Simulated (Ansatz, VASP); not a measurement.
**B2P2H3 (armchair BP ribbon N=4 H/H2 edges): VASP beside Ansatz**

One calculation is typed for both programs; each brings its own data sets. How far apart do they land? The structure shown is the start of the Ansatz relaxation below; VASP solves that cell, so the two are compared at the walk's first step.

Main program and level: Ansatz 0.2.0; plane waves, with VASP 6.6.1 beside it; single point at PBE.

### 1. The starting structure

The cell holds 14 atoms: 4 B, 4 P and 6 H. Its edges and angles: a = 13.760 Å, b = 9.256 Å, c = 5.580 Å, α = 90.0°, β = 90.0°, γ = 90.0°. Vacuum lies along a and b. The structure's axis is c.

### 2. Ansatz: relaxation, PBE

Ansatz runs on its default PAW (the set named soft_2) files.

The two programs are compared at the cell with which this relaxation starts, whose forces are those of its first step.

input.yaml

```yaml
crystal:
  lattice:
    - [13.76, 0.0, 0.0]
    - [0.0, 9.256, 0.0]
    - [0.0, 0.0, 5.58]
  atoms:
    - { symbol: B, position: [0.341214757, 0.5, 0.0], spin: 0.5 }
    - { symbol: B, position: [0.575343718, 0.5, 0.0] }
    - { symbol: P, position: [0.341214757, 0.5, 0.333333333], spin: 0.5 }
    - { symbol: P, position: [0.575343718, 0.5, 0.333333333] }
    - { symbol: H, position: [0.736968226, 0.6019879, 0.43655914] }
    - { symbol: H, position: [0.736968226, 0.3980121, 0.43655914] }
    - { symbol: H, position: [0.254360465, 0.5, 0.456989247] }
    - { symbol: B, position: [0.458279238, 0.5, 0.5] }
    - { symbol: B, position: [0.692408198, 0.5, 0.5], spin: -0.5 }
    - { symbol: P, position: [0.458279238, 0.5, 0.833333333] }
    - { symbol: P, position: [0.692408198, 0.5, 0.833333333], spin: -0.5 }
    - { symbol: H, position: [0.26883618, 0.5, 0.896953405] }
    - { symbol: H, position: [0.745653656, 0.621866897, 0.909139785] }
    - { symbol: H, position: [0.745653656, 0.378133103, 0.909139785] }
magnetization:
  spin_polarized: true
kpoints:
  mp_grid: { grid: [1, 1, 15] }
scf:
  occupations: { method: fermi_dirac, width: 0.05 }
hamiltonian:
  xc: pbe
relax:
  cell: { fix: [a, b, alpha, beta, gamma] }
  max_steps: 60
```

On the command line:

```bash
$ ansatz run input.yaml --threads 8 --pin off --max-ram 16384MiB --backend cpu --events-out ev --progress --plain --runs-dir out
```

Numbers of over 12 decimals in the logs are rounded to 6 here.

What it wrote:

```text
Engine: ansatz 0.2.0, aarch64-unknown-linux-gnu
Pseudopotentials: kind: paw
Pseudopotential: B, paw, valence charge 3, recommended cutoff 420 eV (normal), B.paw.azcp
Pseudopotential: P, paw, valence charge 5, recommended cutoff 420 eV (normal), P.paw.azcp
Pseudopotential: H, paw, valence charge 1, recommended cutoff 420 eV (normal), H.paw.azcp
Functional definition: PBE
  parameter kappa = 0.804
  parameter beta = 0.066725
  exchange = pbe_x(kappa = kappa, mu = beta*pi^2/3)
  correlation = pbe_c(beta = beta)
Crystal: 14 atoms, lattice volume = 710.683 Å³
Basis set: ecut = 420 eV, 13905 PW (Γ), exchange–correlation on 192×128×80 points (8 copies of the dense FFT grid, shifted against one another)
Bands: 34, of which v1, the nominal top of the filled ones, is band 19 counted from 1 (18 counted from 0)
Symmetry: 2 space group operations
Space group: Pm (ITA 6), of the structure as read, at distance tolerance 8.9e-5 Å
Magnetic group: BNS 6.18 (UNI 25), of the structure as read, at distance tolerance 8.9e-5 Å
k-points: 8 of 15 (time reversal used)
Non-local potential: B, projectors of the file, l = 0: 2, l = 1: 2, l = 2: 1
Non-local potential: P, projectors of the file, l = 0: 2, l = 1: 2, l = 2: 2
Non-local potential: H, projectors of the file, l = 0: 2, l = 1: 1
PAW form: soft (Blöchl's): semilocal exchange-correlation on the pseudo side does not see the compensation charge
PAW one-centre angular grid: B, 110 points (default); XC on 64 Gauss nodes
PAW one-centre angular grid: P, 110 points (default); XC on 64 Gauss nodes
PAW one-centre angular grid: H, 110 points (default); XC on 64 Gauss nodes
Initial density: superposition of atomic densities (neutral atoms: chi_scale 0, normalization atom)
Starting moments: Σ|m| = 2 μB on 4 of 14 sites
Starting magnetic order: compensated ferrimagnet; no operation exchanges its spin sublattices
Initial wavefunctions: pseudopotential atomic-orbital guess
Functional: x = pbe(κ = 0.804, μ = 0.219515), c = pbe(β = 0.066725)
SCF iter   1: F=—  HF=-3747.979959 eV  |F-HF|=—  |Δ(HF+E_count)|=         —  Δρ=2.37e-2 (↑2.37e-2 ↓2.31e-2)  dr2=1.86e1  dr2_m=1.46e-1  M=0.000 μB ∫|m|=0.353 μB  β_m=0.30  ethr=3.10e-3  ⟨swp⟩=9.4  Hψ=3712  notcnv=0  defer=70
preconditioner: auto → Resta (q_TF=auto, 1.675 Å⁻¹)  ε∞=1.6  [insulator: Δε(μ)=0.885 eV  Ē_g=11.181 eV  σ=0.050 eV  W_gap=1.00  n_scr=60 (ndim 8)  ℏωp=8.4 eV  f_vac=0.609  D(μ)=0.00/eV (n_scr^D=0)  ε∞_Penn≈1.6  vacuum switching on, ρ_ref=9.1e-3 e/Å³]
spin=Collinear: Resta preconditioning applied to the charge; magnetization (m = ρ↑ − ρ↓) channel mixes plain (no charge-response kernel on spin).
SCF iter   2: F=—  HF=-3743.345223 eV  |F-HF|=—  |Δ(HF+E_count)|=    4.63e0  Δρ=1.41e-2 (↑1.41e-2 ↓1.38e-2)  dr2=5.23e0  dr2_m=7.78e-2  M=0.000 μB ∫|m|=0.268 μB  β_m=0.30  ethr=3.10e-3  ⟨swp⟩=3.8  Hψ=1211  notcnv=0  defer=130
SCF iter   3: F=—  HF=-3741.645803 eV  |F-HF|=—  |Δ(HF+E_count)|=    1.70e0  Δρ=5.64e-3 (↑5.59e-3 ↓5.64e-3)  dr2=5.71e-1  dr2_m=4.09e-2  M=0.000 μB ∫|m|=0.212 μB  β_m=0.30  ethr=3.10e-3  ⟨swp⟩=4.9  Hψ=1335  notcnv=0  defer=129
SCF iter   4: F=—  HF=-3741.514800 eV  |F-HF|=—  |Δ(HF+E_count)|=   1.31e-1  Δρ=2.53e-3 (↑2.39e-3 ↓2.53e-3)  dr2=6.68e-2  dr2_m=2.18e-2  M=0.000 μB ∫|m|=0.167 μB  β_m=0.30  ethr=1.50e-3  ⟨swp⟩=4.7  Hψ=1071  notcnv=0  defer=112
SCF iter   5: F=—  HF=-3741.517828 eV  |F-HF|=—  |Δ(HF+E_count)|=   3.03e-3  Δρ=1.46e-3 (↑1.46e-3 ↓1.38e-3)  dr2=5.85e-3  dr2_m=1.17e-2  M=0.000 μB ∫|m|=0.133 μB  β_m=0.30  ethr=1.76e-4  ⟨swp⟩=3.0  Hψ=903  notcnv=0  defer=112
SCF iter   6: F=—  HF=-3741.526021 eV  |F-HF|=—  |Δ(HF+E_count)|=   8.19e-3  Δρ=1.03e-3 (↑1.03e-3 ↓1.03e-3)  dr2=1.51e-3  dr2_m=6.46e-3  M=0.000 μB ∫|m|=0.105 μB  β_m=0.30  ethr=1.54e-5  ⟨swp⟩=2.4  Hψ=828  notcnv=0  defer=109
SCF iter   7: F=—  HF=-3741.530518 eV  |F-HF|=—  |Δ(HF+E_count)|=   4.50e-3  Δρ=7.53e-4 (↑7.53e-4 ↓7.37e-4)  dr2=1.80e-4  dr2_m=3.58e-3  M=0.000 μB ∫|m|=0.083 μB  β_m=0.30  ethr=3.98e-6  ⟨swp⟩=2.0  Hψ=728  notcnv=0  defer=109
Mixer restart at iter 7: flushing history
spin-set hold released at iteration 7 (site moments contracting): the magnetisation degrees of freedom join the quasi-Newton model from the next iteration; the mixer history was flushed
SCF iter   8: F=—  HF=-3741.532979 eV  |F-HF|=—  |Δ(HF+E_count)|=   2.46e-3  Δρ=5.61e-4 (↑5.61e-4 ↓5.55e-4)  dr2=5.61e-5  dr2_m=2.02e-3  M=0.000 μB ∫|m|=0.066 μB  β_m=0.65  ethr=4.73e-7  ⟨swp⟩=2.2  Hψ=772  notcnv=0  defer=109
SCF iter   9: F=—  HF=-3741.536351 eV  |F-HF|=—  |Δ(HF+E_count)|=   3.37e-3  Δρ=6.91e-5 (↑6.91e-5 ↓5.83e-5)  dr2=4.48e-5  dr2_m=2.33e-5  M=-0.000 μB ∫|m|=0.011 μB  β_m=0.64  ethr=1.48e-7  ⟨swp⟩=4.0  Hψ=1176  notcnv=0  defer=109
SCF iter  10: F=—  HF=-3741.536389 eV  |F-HF|=—  |Δ(HF+E_count)|=   3.80e-5  Δρ=3.77e-5 (↑3.36e-5 ↓3.77e-5)  dr2=2.66e-5  dr2_m=7.25e-6  M=-0.000 μB ∫|m|=0.006 μB  β_m=0.63  ethr=1.18e-7  ⟨swp⟩=2.2  Hψ=740  notcnv=0  defer=109
[...]
SCF iter   5: F=—  HF=-3741.907996 eV  |F-HF|=—  |Δ(HF+E_count)|=   1.79e-6  Δρ=7.76e-8 (↑7.76e-8 ↓7.58e-8)  dr2=3.45e-10  dr2_m=1.92e-13  M=0.000 μB ∫|m|=0.000 μB  β_m=0.58  ethr=1.55e-12  ⟨swp⟩=3.1  Hψ=962  notcnv=0
iter 6 met the thresholds in force, and the SCF goes on: an eigenvalue changes by 0.10 meV, over its tolerance of 0.05 meV (output.eigenvalues, Limitations)
SCF iter   6: F=-3741.907996 eV  HF=-3741.907996 eV  |F-HF|=8.43e-9  |Δ(HF+E_count)|=   9.84e-8  Δρ=3.83e-8 (↑3.83e-8 ↓3.67e-8)  dr2=4.79e-11  dr2_m=9.13e-14  M=0.000 μB ∫|m|=0.000 μB  β_m=0.60  ethr=1.00e-12  ⟨swp⟩=3.6  Hψ=1890  notcnv=0
SCF iter   7: F=-3741.907996 eV  HF=-3741.907996 eV  |F-HF|=2.34e-10  |Δ(HF+E_count)|=   8.22e-9  Δρ=1.72e-8 (↑1.72e-8 ↓1.66e-8)  dr2=7.87e-12  dr2_m=2.72e-14  M=0.000 μB ∫|m|=0.000 μB  ethr=1.00e-12  ⟨swp⟩=3.1  Hψ=1579  notcnv=0
the starting moments were not kept: the SCF closed with an absolute magnetisation of 6.8e-7 μB, where they sum to 2 μB in size (4 sites). That is at most 0.1 of that sum. Measured as dr2_m measures the in/out step, that magnetisation stands 2.1e-14 eV from none, at or under the dr2_threshold of 1.4e-10 eV: it is no larger than a step whose dr2_m would equal this threshold.
SCF 6 converged in 7 iterations: F = -3741.907996 eV  dr2 = 7.87e-12
relax step   6: F+E_penalty+E_count = -3741.90799571 eV  Δ(F+E_penalty+E_count) = -2.470e-4 eV  max|allowed force component| = 7.543e-3 eV/Å  Δτ_max = 0.0000 Å  P = +0.003 GPa  Ω = 711.895 Å³  fix = [a, b, alpha, beta, gamma]  reactions: a -0.003, b +0.010 GPa; beta -0.002 GPa/rad  stress off target by 2.22e-3 GPa on what of the cell is left free  SCF on the basis re-selected at this cell (its energy is not comparable with the rows above)  (7 SCF iters)
basis re-selected at this cell: Δ(F+E_penalty+E_count) = -2.470e-4 eV, ΔP = -0.000 GPa vs the last step (what re-selecting the basis moved, of the pressure what is left beyond the Pulay correction that the steps carried, after the strain that the cell walked since its last selection, with what the two solves' SCF thresholds leave and, on support functions, any second-order correction that the steps lacked; it is no m [...]
SCF converged after 7 iterations
an eigenvalue changed by more than its tolerance at an iteration that met the thresholds in force, so the SCF went on 1 time: the last check found none over its tolerance
Magnetization: 0.0000 μB (19.0000 up, 19.0000 down)
Absolute magnetization: 0.0000 μB (∫|ρ↑−ρ↓|, with the PAW one-centre terms)
Spin contamination: 0.0000 ħ² per cell (⟨S²⟩ above its minimum at these occupations)
Per-site moments (μB) at R_I (Å): [(1.1641118004400547e-8, 0.492965), (3.682048993900993e-8, 0.755060), (-1.2124433691530997e-8, 0.582030), (-3.8593039899045524e-8, 0.755060), (-5.871450194337746e-9, 0.499718), (-5.871450206765611e-9, 0.499718), (5.304567879968446e-9, 0.582030), (4.5542244471855966e-8, 0.758082), (9.79422582202075e-9, 0.499718), (-2.4562809247359556e-8, 0.759156), (-3.3511434986777356e-9, 0.584829), (-4.062305843605826e-9, 0.492965), (2.5279696445823096e-9, 0.584829), (2.5279696272430754e-9, 0.584829)]
Free energy (F): -3741.907996 eV
Harris-Foulkes:  -3741.907996 eV  (|F-HF|=2.34e-10)
Internal energy: -3741.907995 eV  (E = F + TS)
E sigma→0 (E₀):  -3741.907995 eV
Entropy (-TS):   -0.000000 eV (-0.000 meV/atom)
Fermi energy:    -2.317798 eV
--- Per-component energies (eV) ---
  E_band       = -330.850885
  E_kinetic    = 555.680185
  E_local      = -4035.278167  (includes V_loc(G=0)·N_el)
  E_nonlocal   = 192.930241
  E_hartree    = 1730.655472
  E_xc         = -425.272543
  E_vxc        = -460.121003  (∫ρ·V_xc dr)
  E_paw        = -2595.643549  (= ΣΔE_a)
  E_vpaw       = -45.365610  (= ΣTr[D̂ρ^β])
  E_aug_tail   = -0.007601  (compensation charges beyond the density's cutoff)
  E_ewald      = 835.027966
  E_smearing   = -0.000000  (= −TS)
  E_closure    = 0.000000  (closes the sum)
  Σ components = -3741.907996   (vs F -3741.907996, Δ=0.00e0)
--- Forces (eV/Å), atoms counted from 1 ---
  atom   1  B     -0.00258674     0.00000000    -0.00754266
  atom   2  B     -0.00044853    -0.00000000    -0.00309634
  atom   3  P     -0.00192136    -0.00000000     0.00197831
  atom   4  P      0.00478207     0.00000000    -0.00327965
  atom   5  H     -0.00246009    -0.00260067     0.00192440
  atom   6  H     -0.00246009     0.00260067     0.00192440
  atom   7  H      0.00132287    -0.00000000     0.00005301
  atom   8  B      0.00242930    -0.00000000     0.00079579
  atom   9  B     -0.00134786     0.00000000    -0.00020249
  atom  10  P     -0.00190824     0.00000000     0.00017690
  atom  11  P     -0.00014510     0.00000000    -0.00081143
  atom  12  H      0.00120890     0.00000000     0.00538349
  atom  13  H      0.00176799     0.00111432     0.00134745
  atom  14  H      0.00176799    -0.00111432     0.00134745
  max |Σ_I F_I| component: 1.37e-6 eV/Å
--- Stress (GPa, compression-positive) ---
       -0.003214      -0.000000       0.001515
       -0.000000       0.010279       0.000000
        0.001515       0.000000       0.002219
  P = ⅓ Tr σ = 0.0031 GPa (0.031 kbar)
--- Relaxed structure (5 steps of the walk, 5 accepted, 1 SCFs on fresh bases) ---
  F+E_penalty+E_count = -3741.90799571 eV   max|allowed force component| = 7.543e-3 eV/Å   (the final SCF, on the basis selected at the relaxed cell)
  cell:  # Å, volume = 711.8951 Å³
    - [13.76, 0, 0]
    - [0, 9.256, 0]
    - [0, 0, 5.589516]
  atoms:
    - { symbol: B, position: [0.337515, 0.500000, -0.00384755] }
    - { symbol: B, position: [0.568739, 0.500000, 0.00478885] }
    - { symbol: P, position: [0.344687, 0.500000, 0.320754] }
    - { symbol: P, position: [0.573316, 0.500000, 0.332074] }
    - { symbol: H, position: [0.743965, 0.608657, 0.430856] }
    - { symbol: H, position: [0.743965, 0.391343, 0.430856] }
    - { symbol: H, position: [0.256529, 0.500000, 0.449689] }
    - { symbol: B, position: [0.457300, 0.500000, 0.497526] }
    - { symbol: B, position: [0.700405, 0.500000, 0.486527] }
    - { symbol: P, position: [0.454302, 0.500000, 0.834360] }
    - { symbol: P, position: [0.690736, 0.500000, 0.835164] }
    - { symbol: H, position: [0.260819, 0.500000, 0.895827] }
    - { symbol: H, position: [0.745328, 0.615984, 0.932050] }
    - { symbol: H, position: [0.745328, 0.384016, 0.932050] }
```

In the SCF lines HF is the Harris–Foulkes energy and dr2 the Hartree energy of the density residual, in eV; the loop may stop once dr2 is under the threshold and the program's other checks hold. Hψ counts applications of the Hamiltonian.

(Part 1 of 2 ends here.)

[Lines on the potential files, build, host, timing and source positions are cut from VASP's logs without a mark.]

[Logs are printed without paths, hosts, clocks, repeated set-up lines and the standing remarks that a program may print on its own settings, such as how far it seeks lower states.]

[Hosts, paths, dates, database ids (printed as entryN), source tags and the programs' standing remarks are cut or masked in the printed files.]
